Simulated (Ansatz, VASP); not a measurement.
# Al2Cu: VASP beside Ansatz

```xyz
3
Lattice="4.1212 0.0000 0.0000 0.0000 4.1212 0.0000 0.0000 0.0000 2.8847" Properties=species:S:1:pos:R:3 pbc="T T T"
Al    2.0792    0.0000    1.4424
Al   -0.2440    2.0606    1.4424
Cu    0.0957    0.0000    0.0000
```

Change from the starting cell: mode 4 frozen in at -0.244 Å and mode 9 at +0.000 Å (largest displacements).

Alike in both runs: task single point; functional PBE; k mesh 10 × 10 × 14; occupations gaussian, width 0.15 eV; no spin polarisation.

|  | VASP | Ansatz |
| --- | --- | --- |
| version | VASP 6.6.1 | Ansatz 0.2.0 |
| potentials or method | VASP PAW PBE potentials, release 64 (Al, Cu) | scalar-relativistic, plane waves, PAW |
| plane-wave cutoff (eV) | 520 | 520 |
| valence electrons in the cell | 17 | 25 |

Ansatz gave:

| Property | Result |
| --- | --- |
| gap on the k mesh at the Fermi level (eV) | none |
| pressure (GPa) | 0.8 |
| largest component of the traceless stress (GPa) | 1.08 |
| rms of the force components (eV/Å) | 0.230 |

Task: What did VASP give for the same quantities?

Result: gap on the k mesh at the Fermi level (eV): none; pressure (GPa): 0.7; largest component of the traceless stress (GPa): 1.08; rms of the force components (eV/Å): 0.226.

Atom by atom the forces differ by 0.004 eV/Å (rms over components). A gap of «none» marks a metal or a gap that the smearing closes. With one functional, cell and mesh, what is left measures potentials, basis and numerics. The two sets of potentials don't hold the same shells in valence.
